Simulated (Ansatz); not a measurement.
MoS2 (P-6m2) from a database structure, relaxed with r2SCAN+rVV10: space group P-6m2 (No. 187), hexagonal; conventional cell a = 3.171 Å, c = 6.810 Å, 19.77 Å³ an atom. Mo is surrounded by 6 S at 2.40 Å; S is surrounded by 3 Mo at 2.40 Å. One-shot G0W0@r2SCAN in the PAW code Ansatz on a 6×6×2 mesh (contour deformation, no spin-orbit coupling), from an r2SCAN gap of 1.345 eV over the mesh points (the G0W0 gap is indirect on the mesh); the number N of bands summed and the screening cutoff rise together. (Simulation; spin polarisation is off.)

```
  N  cutoff (eV)  1000/N  G0W0 gap (eV)
109           80   9.174          1.745
236          140   4.237          1.788
```

**Question.** Lay a straight line in 1000/N through these rows.

**Answer.** The slope is -0.0087 eV per unit of 1000/N and the intercept 1.825 eV.

**Question.** Predict the gap at N = 422 (210 eV).

**Answer.** 1.825 + (-0.0087) × 2.370 = 1.804 eV; the run gives 1.807 eV, +0.003 eV from the line.

**Question.** With that run's result added, what limit do the last two rows suggest?

**Answer.** Their slope is (1.807 − 1.788)/(2.370 − 4.237) = -0.0102, which meets 1/N = 0 at 1.83 eV, against 1.825 eV from the first line. The slope steepens, so 1/N isn't yet asymptotic and the true limit probably lies higher still; the k mesh isn't extrapolated.

The runs are scalar-relativistic, without spin-orbit coupling.
